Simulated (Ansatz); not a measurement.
## Fe across functionals

```
Fe
1.0
     0.00000    1.82778    1.82778
     1.82778    0.00000    1.82778
     1.82778    1.82778    0.00000
Fe
1
Direct
  0.00000 0.00000 0.00000
```

The cell is the one relaxed in the Materials Project (mp-150), not relaxed further here; entries there can be hypothetical.

Other magnetic orders may lie lower; this is the state that the run reached.

One fixed cell is solved with several functionals by PAW (frozen-core files) in Ansatz 0.2.0, scalar-relativistically. A positive pressure means that the functional wants a larger cell.

The PAW files were made with PBE; their cores are remade for each functional.

The runs use a Γ-centred 17×17×17 k mesh, Fermi–Dirac smearing of 0.03 eV, cutoff 420 eV, spin-polarised from start moments Fe 3 μB.

Cutoffs: PBE 420 eV, LDA 420 eV, PBEsol 420 eV, r²SCAN 500 eV.

| setting | P (GPa) | spin moment on Fe (μB) | lowest spin-up level at Γ above −25 eV, from the valence-band top or, without a gap, the Fermi level (eV) |
| --- | --- | --- | --- |
| PBE | -1.86 | 2.67 | -8.40 |
| LDA | -19.67 | 2.52 | -8.38 |
| PBEsol | -10.53 | 2.64 | -8.46 |
| r²SCAN | -0.34 | 2.96 | -8.97 |
